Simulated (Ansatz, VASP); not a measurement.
## One calculation of HfO2, two programs

INCAR

```
PREC = Accurate
ENCUT = 520
EDIFF = 1E-6
ISMEAR = 0
SIGMA = 0.05
LREAL = F
LASPH = T
NELM = 100
ALGO = Normal
ISIF = 2
LWAVE = F
LCHARG = F
GGA = PE
NBANDS = 43
```

KPOINTS

```
Automatic mesh
0
Gamma
  7 7 3
```

POSCAR

```
HfO2
1.0
    2.5488057606     -2.5488057606      0.0000000000
    2.5488057606      0.0000000000     -2.5488057606
    5.0976115212      5.0976115212      5.0976115212
Hf O
3 6
Direct
    0.0000000000      0.0000000000      0.0000000000
    0.3333333333      0.3333333333      0.6666666667
    0.6666666667      0.6666666667      0.3333333333
    0.6666666667      0.6666666667      0.5833333333
    1.0000000000      0.0000000000      0.2500000000
    0.3333333333      0.3333333333      0.9166666667
    0.6666666667      0.6666666667      0.0833333333
    1.0000000000      1.0000000000      0.7500000000
    0.3333333333      0.3333333333      0.4166666667
```

Input for Ansatz:

```yaml
crystal:
  lattice:
    - [2.5488057606, -2.5488057606, 0.0]
    - [2.5488057606, 0.0, -2.5488057606]
    - [5.0976115212, 5.0976115212, 5.0976115212]
  atoms:
    - { symbol: Hf, position: [0.0, 0.0, 0.0] }
    - { symbol: Hf, position: [0.3333333333, 0.3333333333, 0.6666666667] }
    - { symbol: Hf, position: [0.6666666667, 0.6666666667, 0.3333333333] }
    - { symbol: O, position: [0.6666666667, 0.6666666667, 0.5833333333] }
    - { symbol: O, position: [1.0, 0.0, 0.25] }
    - { symbol: O, position: [0.3333333333, 0.3333333333, 0.9166666667] }
    - { symbol: O, position: [0.6666666667, 0.6666666667, 0.0833333333] }
    - { symbol: O, position: [1.0, 1.0, 0.75] }
    - { symbol: O, position: [0.3333333333, 0.3333333333, 0.4166666667] }
basis:
  ecutwfc: 420
kpoints:
  mp_grid: { grid: [7, 7, 3] }
hamiltonian:
  xc: pbe
scf:
  occupations: { method: gaussian, width: 0.05 }
output:
  forces: true
  stress: true
  eigenvalues: true
```

Alike in both runs: task single point; functional PBE; k mesh 7 × 7 × 3; occupations gaussian, width 0.05 eV; no spin polarisation.

|  | VASP | Ansatz |
| --- | --- | --- |
| version | VASP 6.6.1 | Ansatz 0.2.0 |
| potentials or method | VASP PAW PBE potentials, release 64 (Hf_pv, O) | scalar-relativistic, plane waves, PAW |
| plane-wave cutoff (eV) | 520 | 420 |
| valence electrons in the cell | 66 | 114 |

VASP gave:

| Property | Result |
| --- | --- |
| gap on the k mesh at the Fermi level (eV) | 3.92 |
| least direct gap on the mesh (eV) | 4.02 |
| pressure (GPa) | -3.6 |

Task: Which values does Ansatz return?

Result: gap on the k mesh at the Fermi level (eV): 3.91; least direct gap on the mesh (eV): 4.01; pressure (GPa): 0.0.

The two sets of potentials don't hold the same shells in valence.

Caveats: spin-orbit coupling is left out, which moves the levels of the heavy elements; an odd mesh through Γ misses points on the zone boundary, where band edges often lie.
